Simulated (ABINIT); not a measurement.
A run of ABINIT 10.8.3 (patched build) is set up as follows.

run.abi

```
# Datasets: one volume each
ndtset 7
getwfk -1
scalecart1 3*0.9795861087
scalecart2 3*0.9864848297
scalecart3 3*0.9932883884
scalecart4 3*1.0000000000
scalecart5 3*1.0066227096
scalecart6 3*1.0131594038
scalecart7 3*1.0196128224

# Pseudopotentials
pp_dirpath "./"
pseudos "In.GGA_PBE-ansatz.xml, P.GGA_PBE-ansatz.xml"

# Structure
acell 3*1.0
rprim
     0.0000000000     5.5378424082     5.5378424082
     5.5378424082     0.0000000000     5.5378424082
     5.5378424082     5.5378424082     0.0000000000
ntypat 2
znucl 49 15
natom 2
typat 1 2
xred
     0.0000000000     0.0000000000     0.0000000000
     0.7500000000     0.7500000000     0.7500000000

# Plane-wave basis
ecut 15.4
pawecutdg 30.8
pawxcdev 0
pawovlp 30

# k points
kptopt 1
ngkpt 8 8 8
nshiftk 1
shiftk 0.0 0.0 0.0

# Exchange and correlation
ixc 11

# Bands and occupations
nband 13
occopt 3
tsmear 0.05 eV

# SCF cycle
nstep 100
tolvrs 1.0e-9

# Output
iomode 3
prtwf 1
prtden 0
prteig 0
prtebands 0
```

Potentials or basis: Ansatz PAW PBE default generated set, frozen core.

Command:

```sh
$ abinit run.abi > log 2>&1
```

Question: Predict the bulk modulus.

Answer: 60 GPa.

Question: Predict the pressure derivative of the bulk modulus.

Answer: 4.6.

Energy against volume, from the lowest point:
```csv
volume (Å³/atom),energy (meV/atom)
23.657,67.46
24.160,43.49
24.663,25.34
25.167,12.42
25.670,4.20
26.173,0.22
26.677,0.00
```

Caveat: pressures at fixed basis lie under the slope of the energies; the atomic spheres overlap. PBE usually gives volumes a little too large and moduli too small.

**Measured values to compare with.**

From a printed reference work, data compilation, for a bulk crystal of InP: bulk modulus 71 GPa.

Measured bulk modulus of InP: 71 GPa (a printed reference work, data compilation). This calculation gives 60 GPa (-15.9 %). The fit is for a static lattice scaled at fixed shape and fixed fractional positions.
